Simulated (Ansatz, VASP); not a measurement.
# Two plane-wave programs on AlCo

```xyz
2
Lattice="2.6697 0.0000 0.0000 -1.3349 2.3120 0.0000 0.0000 0.0000 3.7431" Properties=species:S:1:pos:R:3 pbc="T T T"
Co    0.0000    0.0000    0.0000
Al    0.0000    1.5414    1.8715
```

Alike in both runs: functional PBE; k mesh 14 × 14 × 13; occupations fermi-dirac, width 0.1 eV; no spin polarisation.

Ansatz relaxed the structure, and its values are those at the end. VASP's run is a single point on that final structure, the one shown.

```csv
,VASP,Ansatz
version,VASP 6.6.1,Ansatz 0.2.0
potentials or method,"VASP PAW PBE potentials, release 64 (Co, Al)","PAW with Ansatz's default frozen-core files, scalar-relativistic"
plane-wave cutoff (eV),520,420
valence electrons in the cell,12,20
```

|  | VASP | Ansatz | Ansatz less VASP |
| --- | --- | --- | --- |
| pressure (GPa) | 9.9 | 10.0 | +0.11 |

The functional is the same, so the differences come from potentials, cutoffs and numerics. The two sets of potentials don't hold the same shells in valence.

Spin polarisation is off, so any magnetic state and its effect on volume and gap are missing.
